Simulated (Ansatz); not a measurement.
Born–Oppenheimer molecular dynamics of a periodic cell of 12 atoms, WS$_{2}$ (start crystal WS2, start structure R3m, volume 1.1 times the crystal's). It goes on from the last frame of an earlier run, with new velocities.

Computed with DFT LDA, scalar-relativistic, plane waves, PAW (Ansatz). Settings: cutoff 420 eV, k mesh 2x2x2, fermi-dirac smearing 0.17 eV, no spin polarisation.

```yaml
ensemble: NVT, Langevin thermostat
time_step: 2 fs
steps_asked: 309
set_temperature: 1600 K
friction: 0.02 /fs
temperature_schedule: 232 steps to 300 K, then 77 steps to 300 K
seed: 78626
```

Frames 4 fs apart, positions in Å, forces in eV/Å.

Velocities at 540.0 fs (Å/ps):

```
W 1.73 -0.69 -1.33
S -6.36 1.18 0.57
S 5.25 -2.92 1.43
W -1.73 -0.30 0.56
S -2.59 -2.79 0.54
S 1.28 4.37 -0.35
W 1.96 -0.80 -0.47
S -2.17 3.94 1.46
S 0.44 1.50 -3.26
W 0.37 3.95 -0.80
S 0.49 1.16 4.72
S -4.24 1.58 -4.55
```

```xyz
12
Lattice="-3.2599 -1.8821 6.3623 3.2599 -1.8821 6.3623 0.0000 3.7643 6.3623" Properties=species:S:1:pos:R:3:forces:R:3 time_fs=540.0 energy_less_start_eV=-2.942 T=415
W 0.051 -0.683 -0.192 -0.55 -0.11 0.01
S 0.014 -0.611 4.641 0.66 -0.76 -0.40
S 0.018 -0.629 7.675 -0.21 -0.38 0.00
W 0.071 -2.517 6.163 -0.94 -0.69 0.29
S -0.062 -2.587 11.015 0.42 0.17 -0.04
S 0.144 -2.593 14.079 -0.88 0.39 -0.68
W -1.604 0.225 6.075 -0.38 1.41 1.62
S -1.623 0.189 11.058 0.59 1.13 -0.52
S -1.639 0.264 14.083 0.83 0.42 -0.23
W 1.635 0.298 6.212 0.80 -1.25 0.24
S 1.652 0.286 10.961 0.12 -0.06 0.49
S 1.707 0.262 14.054 -0.47 -0.26 -0.79
12
Lattice="-3.2599 -1.8821 6.3623 3.2599 -1.8821 6.3623 0.0000 3.7643 6.3623" Properties=species:S:1:pos:R:3:forces:R:3 time_fs=544.0 energy_less_start_eV=-2.927 T=494
W 0.057 -0.685 -0.197 -0.77 0.21 0.25
S -0.010 -0.606 4.639 1.05 -0.83 -0.52
S 0.040 -0.640 7.676 -0.36 -0.21 0.00
W 0.063 -2.517 6.163 -0.88 -0.54 0.17
S -0.075 -2.594 11.014 0.57 0.32 -0.03
S 0.151 -2.572 14.077 -0.93 0.19 -0.70
W -1.595 0.222 6.075 -0.69 1.48 1.76
S -1.627 0.210 11.060 0.66 0.91 -0.74
S -1.639 0.269 14.064 0.84 0.44 0.13
W 1.637 0.314 6.209 0.70 -1.52 0.07
S 1.655 0.290 10.985 0.09 -0.12 0.11
S 1.692 0.267 14.035 -0.27 -0.33 -0.49
12
Lattice="-3.2599 -1.8821 6.3623 3.2599 -1.8821 6.3623 0.0000 3.7643 6.3623" Properties=species:S:1:pos:R:3:forces:R:3 time_fs=548.0 energy_less_start_eV=-2.897 T=442
W 0.060 -0.686 -0.201 -0.88 0.59 0.39
S -0.028 -0.602 4.639 1.39 -0.90 -0.67
S 0.059 -0.652 7.675 -0.45 -0.04 0.05
W 0.053 -2.518 6.163 -0.77 -0.37 0.04
S -0.083 -2.597 11.008 0.68 0.41 0.05
S 0.158 -2.547 14.075 -1.00 -0.04 -0.70
W -1.584 0.220 6.078 -1.03 1.49 1.80
S -1.627 0.239 11.057 0.67 0.59 -0.87
S -1.636 0.280 14.047 0.79 0.38 0.44
W 1.640 0.325 6.205 0.63 -1.59 -0.13
S 1.655 0.291 11.011 0.07 -0.15 -0.33
S 1.679 0.269 14.008 -0.11 -0.38 -0.06
12
Lattice="-3.2599 -1.8821 6.3623 3.2599 -1.8821 6.3623 0.0000 3.7643 6.3623" Properties=species:S:1:pos:R:3:forces:R:3 time_fs=552.0 energy_less_start_eV=-2.853 T=406
W 0.062 -0.685 -0.204 -0.95 0.86 0.55
S -0.035 -0.599 4.642 1.58 -0.94 -0.82
S 0.072 -0.668 7.680 -0.44 0.16 0.02
W 0.043 -2.518 6.162 -0.65 -0.21 -0.04
S -0.084 -2.600 11.004 0.71 0.51 0.10
S 0.160 -2.526 14.072 -1.05 -0.22 -0.67
W -1.573 0.218 6.084 -1.28 1.37 1.77
S -1.630 0.266 11.056 0.69 0.28 -0.99
S -1.631 0.295 14.039 0.69 0.22 0.60
W 1.641 0.334 6.199 0.59 -1.55 -0.14
S 1.656 0.287 11.040 0.06 -0.14 -0.84
S 1.665 0.263 13.978 0.07 -0.34 0.46
12
Lattice="-3.2599 -1.8821 6.3623 3.2599 -1.8821 6.3623 0.0000 3.7643 6.3623" Properties=species:S:1:pos:R:3:forces:R:3 time_fs=556.0 energy_less_start_eV=-2.806 T=312
W 0.064 -0.683 -0.205 -0.96 1.10 0.67
S -0.030 -0.604 4.651 1.58 -0.86 -0.98
S 0.084 -0.682 7.680 -0.45 0.32 0.06
W 0.034 -2.520 6.158 -0.53 -0.10 -0.03
S -0.084 -2.599 10.999 0.75 0.57 0.17
S 0.159 -2.504 14.072 -1.06 -0.39 -0.67
W -1.564 0.218 6.091 -1.42 1.19 1.60
S -1.629 0.292 11.054 0.64 -0.02 -1.08
S -1.628 0.307 14.038 0.59 0.10 0.63
W 1.643 0.341 6.194 0.60 -1.46 -0.11
S 1.657 0.283 11.061 0.06 -0.13 -1.25
S 1.657 0.258 13.946 0.19 -0.31 1.01
12
Lattice="-3.2599 -1.8821 6.3623 3.2599 -1.8821 6.3623 0.0000 3.7643 6.3623" Properties=species:S:1:pos:R:3:forces:R:3 time_fs=560.0 energy_less_start_eV=-2.794 T=356
W 0.066 -0.679 -0.207 -0.95 1.21 0.69
S -0.021 -0.619 4.654 1.45 -0.62 -0.98
S 0.098 -0.695 7.678 -0.49 0.46 0.11
W 0.025 -2.522 6.153 -0.29 -0.05 0.06
S -0.083 -2.600 10.993 0.79 0.64 0.25
S 0.154 -2.485 14.072 -1.03 -0.51 -0.68
W -1.556 0.221 6.100 -1.41 0.91 1.29
S -1.624 0.318 11.046 0.50 -0.31 -1.05
S -1.622 0.321 14.042 0.47 -0.05 0.53
W 1.646 0.348 6.189 0.60 -1.32 -0.12
S 1.654 0.279 11.069 0.13 -0.13 -1.43
S 1.655 0.255 13.927 0.23 -0.22 1.33
12
Lattice="-3.2599 -1.8821 6.3623 3.2599 -1.8821 6.3623 0.0000 3.7643 6.3623" Properties=species:S:1:pos:R:3:forces:R:3 time_fs=564.0 energy_less_start_eV=-2.805 T=423
W 0.068 -0.674 -0.207 -0.89 1.20 0.63
S -0.014 -0.642 4.653 1.29 -0.27 -0.90
S 0.112 -0.708 7.676 -0.54 0.60 0.11
W 0.014 -2.526 6.145 0.07 -0.07 0.26
S -0.080 -2.594 10.991 0.80 0.62 0.29
S 0.149 -2.464 14.067 -1.01 -0.66 -0.62
W -1.551 0.226 6.109 -1.27 0.61 0.93
S -1.613 0.340 11.033 0.22 -0.54 -0.91
S -1.610 0.337 14.052 0.26 -0.21 0.32
W 1.649 0.353 6.183 0.56 -1.13 -0.12
S 1.647 0.273 11.072 0.26 -0.08 -1.47
S 1.655 0.250 13.917 0.24 -0.08 1.49
12
Lattice="-3.2599 -1.8821 6.3623 3.2599 -1.8821 6.3623 0.0000 3.7643 6.3623" Properties=species:S:1:pos:R:3:forces:R:3 time_fs=568.0 energy_less_start_eV=-2.839 T=390
W 0.069 -0.666 -0.206 -0.80 1.05 0.49
S 0.000 -0.670 4.643 0.99 0.14 -0.63
S 0.123 -0.714 7.676 -0.58 0.64 0.06
W 0.005 -2.529 6.138 0.47 -0.10 0.41
S -0.072 -2.580 10.995 0.79 0.53 0.24
S 0.148 -2.442 14.059 -1.06 -0.83 -0.45
W -1.548 0.229 6.118 -0.91 0.35 0.37
S -1.600 0.358 11.014 -0.10 -0.70 -0.65
S -1.598 0.350 14.063 0.05 -0.34 0.07
W 1.651 0.356 6.177 0.52 -0.89 -0.13
S 1.643 0.264 11.064 0.37 0.01 -1.30
S 1.655 0.241 13.912 0.26 0.15 1.52
12
Lattice="-3.2599 -1.8821 6.3623 3.2599 -1.8821 6.3623 0.0000 3.7643 6.3623" Properties=species:S:1:pos:R:3:forces:R:3 time_fs=572.0 energy_less_start_eV=-2.868 T=382
W 0.071 -0.658 -0.204 -0.79 0.89 0.31
S 0.016 -0.700 4.635 0.69 0.57 -0.42
S 0.128 -0.712 7.674 -0.58 0.56 0.03
W -0.003 -2.534 6.131 0.75 -0.16 0.59
S -0.059 -2.563 11.001 0.73 0.39 0.18
S 0.146 -2.425 14.048 -1.13 -0.98 -0.21
W -1.548 0.234 6.130 -0.49 0.19 -0.27
S -1.595 0.369 10.993 -0.31 -0.79 -0.33
S -1.590 0.359 14.073 -0.10 -0.43 -0.15
W 1.653 0.356 6.171 0.49 -0.65 -0.16
S 1.639 0.264 11.051 0.48 0.00 -1.02
S 1.655 0.231 13.915 0.26 0.40 1.45
12
Lattice="-3.2599 -1.8821 6.3623 3.2599 -1.8821 6.3623 0.0000 3.7643 6.3623" Properties=species:S:1:pos:R:3:forces:R:3 time_fs=576.0 energy_less_start_eV=-2.883 T=360
W 0.073 -0.651 -0.203 -0.86 0.73 0.14
S 0.029 -0.728 4.627 0.46 0.95 -0.23
S 0.129 -0.709 7.672 -0.55 0.49 -0.02
W -0.008 -2.540 6.125 0.85 -0.22 0.71
S -0.046 -2.548 11.007 0.70 0.29 0.08
S 0.138 -2.415 14.033 -1.12 -1.07 0.06
W -1.548 0.240 6.141 -0.16 0.11 -0.81
S -1.599 0.377 10.965 -0.34 -0.85 0.08
S -1.588 0.368 14.079 -0.15 -0.52 -0.33
W 1.657 0.355 6.165 0.33 -0.42 -0.24
S 1.630 0.270 11.036 0.61 -0.10 -0.69
S 1.656 0.226 13.927 0.25 0.60 1.24
12
Lattice="-3.2599 -1.8821 6.3623 3.2599 -1.8821 6.3623 0.0000 3.7643 6.3623" Properties=species:S:1:pos:R:3:forces:R:3 time_fs=580.0 energy_less_start_eV=-2.897 T=299
W 0.073 -0.645 -0.205 -0.93 0.55 0.04
S 0.039 -0.750 4.618 0.29 1.22 -0.05
S 0.128 -0.703 7.675 -0.50 0.39 -0.15
W -0.011 -2.545 6.122 0.88 -0.23 0.80
S -0.028 -2.536 11.012 0.59 0.22 -0.03
S 0.126 -2.412 14.021 -1.04 -1.09 0.26
W -1.550 0.244 6.149 0.11 0.16 -1.06
S -1.605 0.381 10.938 -0.30 -0.86 0.47
S -1.590 0.379 14.082 -0.16 -0.64 -0.47
W 1.663 0.352 6.159 0.14 -0.21 -0.29
S 1.621 0.275 11.022 0.71 -0.17 -0.38
S 1.659 0.226 13.949 0.21 0.65 0.86
12
Lattice="-3.2599 -1.8821 6.3623 3.2599 -1.8821 6.3623 0.0000 3.7643 6.3623" Properties=species:S:1:pos:R:3:forces:R:3 time_fs=584.0 energy_less_start_eV=-2.919 T=301
W 0.071 -0.641 -0.207 -0.94 0.41 0.00
S 0.053 -0.758 4.609 0.13 1.29 0.15
S 0.123 -0.692 7.680 -0.44 0.25 -0.34
W -0.011 -2.551 6.120 0.93 -0.12 0.88
S -0.006 -2.525 11.021 0.44 0.11 -0.20
S 0.106 -2.409 14.014 -0.85 -1.10 0.36
W -1.553 0.249 6.154 0.30 0.26 -1.05
S -1.606 0.383 10.917 -0.31 -0.85 0.76
S -1.593 0.386 14.084 -0.14 -0.71 -0.62
W 1.668 0.349 6.152 -0.04 -0.01 -0.25
S 1.615 0.275 11.005 0.76 -0.18 -0.05
S 1.664 0.228 13.978 0.15 0.65 0.37
```

Of the whole run (618 fs, mean temperature of the second half 546 K): The schedule's set-point averaged 409 K over the second half and the system 546 K, so it lags behind the ramp. A run of 0.62 ps of so small a system gives no equilibrium averages. Limits of this set-up: coarse k mesh.

Time of the run: 27 min on 1 thread of Arm Neoverse V1, with other jobs on the host, peak memory 0.6 GiB.
